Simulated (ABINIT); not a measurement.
## Y: single point with r2SCAN

The system is Y.

```xyz
2
Lattice="3.6474 0.0000 0.0000 -1.8237 3.1587 0.0000 0.0000 0.0000 5.7306" Properties=species:S:1:pos:R:3 pbc="T T T"
Y     1.8237    1.0529    4.2980
Y     0.0000    2.1058    1.4326
```

```json
{"Program": "ABINIT 10.8.3 (patched build)", "Task": "single point", "Functional": "r2SCAN", "Potentials or basis": "JTH PAW PBE v2.0", "Cutoff": "517 eV", "k mesh": "8 × 8 × 5", "Occupations": "fermi-dirac, width 0.05 eV", "Spin": "no spin polarisation"}
```

```json
{"Pressure": "1.5 GPa", "Band gap on the k mesh": "none (metal or under the smearing width)", "Valence electrons inside the program's atomic spheres": "Y 8.04 (radii [1.1748] Å)"}
```

Stress tensor (GPa, compression positive):
```
1.69 0.00 0.00
0.00 1.69 0.00
0.00 0.00 1.10
```

Levels at points of the mesh, in eV from the Fermi level:
| k point | band 8 | band 9 | band 10 | band 11 | band 12 | band 13 | band 14 | band 15 |
| --- | --- | --- | --- | --- | --- | --- | --- | --- |
| (0.00, 0.00, 0.00) | -23.24 | -4.90 | -1.88 | 0.76 | 1.97 | 1.97 | 2.29 | 2.63 |
| (0.50, 0.00, 0.00) | -23.32 | -1.70 | -1.20 | -0.83 | -0.20 | 1.51 | 1.70 | 2.25 |

It took 21 s on 4 MPI ranks on Arm Neoverse V2, on a shared host, peak memory 0.48 GiB a rank.

Caveat: the PAW data sets were made with another functional, which shifts forces and pressure a little.
